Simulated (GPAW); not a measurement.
**TaN: single point with PBE**

Crystal: TaN.

```
Ta N
1.0
     0.00000    2.21132    2.21132
     2.21132    0.00000    2.21132
     2.21132    2.21132    0.00000
Ta N
1 1
Direct
  0.50000 0.50000 0.50000
  0.00000 0.00000 0.00000
```

The cell comes from a database or a generator and needn't be the stable form of this composition.

```json
{
 "Program": "GPAW 26.7.0",
 "Task": "single point",
 "Functional": "PBE",
 "Potentials or basis": "GPAW PAW data sets (gpaw-data 1.2.1)",
 "Cutoff": "800 eV",
 "Basis": "pw",
 "k mesh": "10 × 10 × 10",
 "Occupations": "gaussian, width 0.02 eV",
 "Spin": "no spin polarisation"
}
```

```
Pressure               : -1.6 GPa
Band gap on the k mesh : none (metal or under the smearing width)
```

Levels at points of the mesh, in eV from the Fermi level:
```tsv
k point	band 5	band 6	band 7	band 8	band 9	band 10	band 11	band 12	band 13	band 14
(0.00, 0.00, 0.00)	-18.71	-3.82	-3.82	-3.82	-2.10	-2.10	-2.10	0.01	0.01	1.36
(0.50, 0.50, 0.00)	-17.47	-6.65	-5.38	-4.64	-4.64	2.00	3.37	3.37	4.30	6.64
(0.50, 0.50, 0.50)	-15.83	-10.24	-7.47	-7.47	1.79	1.79	1.89	3.69	7.27	7.27
```

Run time: 25 s on 1 thread of Arm Neoverse V1, on a shared host, peak memory 0.16 GiB.

The run has no spin-orbit coupling, so splittings on Ta are missing.
